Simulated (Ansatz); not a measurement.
Ansatz input file:

```yaml
crystal:
  lattice:
    - [3.5038922592, 0.0, 0.0]
    - [-1.7519461296, 3.0344597086, 0.0]
    - [0.0, 0.0, 33.2702079439]
  atoms:
    - { symbol: Te, position: [0.3333333333, 0.6666666667, 0.4453878263] }
    - { symbol: Mo, position: [0.6666666667, 0.3333333333, 0.5] }
    - { symbol: Te, position: [0.3333333333, 0.6666666667, 0.5546121737] }
  periodic: [true, true, false]
basis:
  ecutwfc: 420
kpoints:
  mp_grid: { grid: [12, 12, 1] }
  band_path:
    path:
      - [0, 0, 0]
      - [0.5, 0, 0]
      - [0.3333333333333, 0.3333333333333, 0]
      - [0, 0, 0]
    npoints: 8
hamiltonian:
  xc: pbe
  dispersion: d3bj
scf:
  occupations: { method: gaussian, width: 0.02 }
output:
  forces: true
  stress: true
  eigenvalues: true
  write_density: true
  write_potential: true
  elf: true
  volumetric_format: npy
efield:
  axis: 3
  amplitude: 0.1
```

Run as
```bash
ansatz run input.yaml --threads 2 --pin off --max-ram 5120MiB --backend cpu --events-out ev --progress --plain --runs-dir out
```

These are results of Ansatz 0.2.0, DFT PBE+D3(BJ), scalar-relativistic, plane waves, PAW, not measurements.

Part of what the program printed, abridged:

```
Pseudopotentials: kind: paw
Pseudopotential: Te, paw, valence charge 16, recommended cutoff 420 eV (normal)
Pseudopotential: Mo, paw, valence charge 14, recommended cutoff 420 eV (normal)
Functional definition: PBE
Crystal: 3 atoms, lattice volume = 353.743 Å³
Basis set: ecut = 420 eV, 6897 PW (Γ), exchange–correlation on 48×48×450 points (8 copies of the dense FFT grid, shifted against one another)
Bands: 28, of which v1, the nominal top of the filled ones, is band 23 counted from 1 (22 counted from 0)
Symmetry: 6 space group operations
k-points: 19 of 144 (time reversal used)
Initial density: superposition of atomic densities (neutral atoms: chi_scale 0, normalization atom, screened)
Initial wavefunctions: pseudopotential atomic-orbital guess
Functional: x = pbe(κ = 0.804, μ = 0.21951497), c = pbe(β = 0.06672455)
SCF iter   1: F=—  HF=-18918.579088 eV  |F-HF|=—  |Δ(HF+E_count)|=         —  Δρ=2.25e-2  dr2=2.45e0  ethr=3.10e-3  p=0.038 e·Å  V_vac-E_F(+/−)=5.52/4.37 eV  ⟨swp⟩=18.9  Hψ=4359  notcnv=0
efield: sawtooth ramp at fractional position 0.7801 (placed from the atoms, in the widest stretch of the axis that holds none; the zero of the levels goes with the place), width 0.4399; the density the first Hamiltonian is built on has a dipole p = 0.038 e·Å; `efield.dipole_correction` is off, so that where the cell repeats along the axis the dipole's images put a field D = 1.93e-2 V/Å through it; the planar-averaged density in the ramp window peaks in size at 2.4e-6 e/Å³
SCF iter   2: F=—  HF=-18918.200382 eV  |F-HF|=—  |Δ(HF+E_count)|=   3.79e-1  Δρ=1.37e-2  dr2=2.46e0  ethr=3.10e-3  p=0.036 e·Å  V_vac-E_F(+/−)=5.88/4.69 eV  ⟨swp⟩=3.8  Hψ=1313  notcnv=0  defer=19
SCF iter   3: F=—  HF=-18918.006092 eV  |F-HF|=—  |Δ(HF+E_count)|=   1.94e-1  Δρ=1.00e-2  dr2=7.05e-1  ethr=3.10e-3  p=0.038 e·Å  V_vac-E_F(+/−)=4.64/3.49 eV  ⟨swp⟩=3.6  Hψ=903  notcnv=0  defer=19
SCF iter   4: F=—  HF=-18917.932084 eV  |F-HF|=—  |Δ(HF+E_count)|=   7.40e-2  Δρ=4.85e-3  dr2=1.31e-1  ethr=1.53e-3  p=0.037 e·Å  V_vac-E_F(+/−)=4.80/3.63 eV  ⟨swp⟩=2.4  Hψ=846  notcnv=0  defer=19
SCF iter   5: F=—  HF=-18917.916581 eV  |F-HF|=—  |Δ(HF+E_count)|=   1.55e-2  Δρ=7.30e-4  dr2=3.07e-3  ethr=2.84e-4  p=0.039 e·Å  V_vac-E_F(+/−)=4.78/3.65 eV  ⟨swp⟩=3.3  Hψ=904  notcnv=0  defer=19
SCF iter   6: F=—  HF=-18917.916977 eV  |F-HF|=—  |Δ(HF+E_count)|=   3.97e-4  Δρ=4.11e-4  dr2=2.66e-3  ethr=6.67e-6  p=0.034 e·Å  V_vac-E_F(+/−)=4.81/3.60 eV  ⟨swp⟩=3.2  Hψ=1115  notcnv=0  defer=19
SCF iter   7: F=—  HF=-18917.916776 eV  |F-HF|=—  |Δ(HF+E_count)|=   2.02e-4  Δρ=1.72e-4  dr2=1.80e-4  ethr=5.77e-6  p=0.037 e·Å  V_vac-E_F(+/−)=4.79/3.62 eV  ⟨swp⟩=1.9  Hψ=623  notcnv=0  defer=19
SCF iter   8: F=—  HF=-18917.916777 eV  |F-HF|=—  |Δ(HF+E_count)|=   1.17e-6  Δρ=4.82e-5  dr2=2.54e-5  ethr=3.91e-7  p=0.037 e·Å  V_vac-E_F(+/−)=4.78/3.62 eV  ⟨swp⟩=2.8  Hψ=873  notcnv=0  defer=19
SCF iter   9: F=—  HF=-18917.916748 eV  |F-HF|=—  |Δ(HF+E_count)|=   2.92e-5  Δρ=1.09e-5  dr2=5.39e-7  ethr=5.52e-8  p=0.037 e·Å  V_vac-E_F(+/−)=4.78/3.62 eV  ⟨swp⟩=2.4  Hψ=821  notcnv=0  defer=19
SCF iter  10: F=-18917.916748 eV  HF=-18917.916748 eV  |F-HF|=4.33e-8  |Δ(HF+E_count)|=   2.18e-7  Δρ=3.18e-6  dr2=5.97e-8  ethr=2.17e-10  p=0.037 e·Å  V_vac-E_F(+/−)=4.78/3.62 eV  ⟨swp⟩=27.9  Hψ=5921  notcnv=0
SCF 1 converged in 10 iterations: F = -18917.916748 eV  dr2 = 5.97e-8
efield: sawtooth ramp at fractional position 0.7801 (kept from the solve that this one continues, or follows in the run), width 0.4399; the density the first Hamiltonian is built on has a dipole p = 0.037 e·Å; `efield.dipole_correction` is off, so that where the cell repeats along the axis the dipole's images put a field D = 1.90e-2 V/Å through it; the planar-averaged density in the ramp window peaks in size at 2.3e-6 e/Å³
WARN: The input density's exchange-correlation potential varies sharply where the density is thin. Do not read a vacuum level from v_tot or v_xc, or from such a field of the output density. On a cell that repeats whose density bears no net charge and no dipole along the vacuum's axis use v_es (v_loc + v_h of the components); under efield.dipole_correction with no amplitude use v_es + v_field, which holds any external_charges[].barrier, or the levels of the report's work_function block, which leave it out; under a non-zero efield.amplitude the vacuum is tilted and has no level; on a cell that repeats and bears such a dipole with no correction it is tilted too, and efield.dipole_correction wit ...
SCF converged after 10 iterations
Free energy (F): -18917.916748 eV
Harris-Foulkes:  -18917.916748 eV  (|F-HF|=4.33e-8)
Internal energy: -18917.916748 eV  (E = F + TS)
E sigma→0 (E₀):  -18917.916748 eV
Fermi energy:    -4.231812 eV
Dipole field:    D = 0.019040 V/Å  (p = 0.037221 e·Å, saw-weighted)
Work function:   not extracted (applied field tilts the vacuum); planar V_es + V_field profile in the machine report
Levels:          The Fermi level and band energies are counted from a zero that moves with the ramp; work functions are not
--- Per-component energies (eV) ---
  E_band       = -1359.905371
  E_kinetic    = 804.284425
  E_local      = -119811.448596  (includes V_loc(G=0)·N_el)
  E_nonlocal   = -476.341218
  E_hartree    = 59733.471329
  E_xc         = -432.641002
  E_vxc        = -438.089509  (∫ρ·V_xc dr)
  E_paw        = -12526.996352  (= ΣΔE_a)
  E_vpaw       = -905.257467  (= ΣTr[D̂ρ^β])
  E_aug_tail   = -0.000315  (compensation charges beyond the density's cutoff)
  E_efield     = -0.003722  (sawtooth field / dipole correction)
  E_vefield    = -0.003722  (∫n·V_field dr)
  E_ewald      = 53792.960367
  E_disp       = -1.201664  (pairwise vdW)
  E_smearing   =  0.000000  (= −TS)
--- Forces (eV/Å), atoms counted from 1 ---
  atom   1  Te     0.00000000     0.00000000     0.00690578
  atom   2  Mo     0.00000000     0.00000000    -0.01496980
  atom   3  Te     0.00000000     0.00000000     0.00804960
--- 2D stress c σ (N/m, compression-positive) ---
        0.012377       0.000000       0.000000
        0.000000       0.012377       0.000000
        0.000000       0.000000       0.000000
  P = ½ c Tr σ = 0.0124 N/m
--- Band table (eV; the first three rows and the last of 19) ---
  k-point 0: bands = ["-65.4828", "-41.3734", "-41.3734", "-41.3571", "-41.3571", "-41.3010", "-41.3010", "-41.2838", "-41.2838", "-41.2779", "-41.2618", "-39.6556", "-39.4897", "-39.4897", "-17.5338", "-16.6112", "-9.8790", "-6.6977", "-6.4230", "-6.4230", "-5.6461", "-5.6461", "-5.4076", "-1.6296", "-1.6296", "-1.3557", "-1.3557", "-0.8283"]
  k-point 1: bands = ["-65.4822", "-41.3731", "-41.3717", "-41.3578", "-41.3556", "-41.3017", "-41.3015", "-41.2855", "-41.2840", "-41.2772", "-41.2610", "-39.6508", "-39.4994", "-39.4915", "-17.4348", "-16.5414", "-9.7700", "-6.8564", "-6.6411", "-6.3409", "-5.7762", "-5.5888", "-5.4074", "-2.0455", "-1.9444", "-1.5739", "-1.5499", "-0.6747"]
  k-point 2: bands = ["-65.4804", "-41.3727", "-41.3673", "-41.3595", "-41.3515", "-41.3038", "-41.3029", "-41.2896", "-41.2846", "-41.2753", "-41.2589", "-39.6378", "-39.5260", "-39.4965", "-17.1466", "-16.3384", "-9.4685", "-7.2357", "-7.2268", "-6.1091", "-6.0958", "-5.6739", "-5.4649", "-2.8448", "-2.5865", "-2.0668", "-1.3855", "-0.3472"]
  k-point 18: bands = ["-65.4719", "-41.3750", "-41.3559", "-41.3464", "-41.3428", "-41.3198", "-41.3099", "-41.2915", "-41.2904", "-41.2693", "-41.2496", "-39.6070", "-39.5766", "-39.5651", "-15.1260", "-14.9465", "-9.4159", "-9.2710", "-8.6977", "-7.8632", "-7.7560", "-6.6301", "-4.8266", "-3.6371", "-3.0137", "-2.2236", "-0.6668", "0.3051"]
```

Self-consistency was reached.

It took 17 s on 2 threads of Arm Neoverse V2, with other jobs on the host, peak memory 0.57 GiB.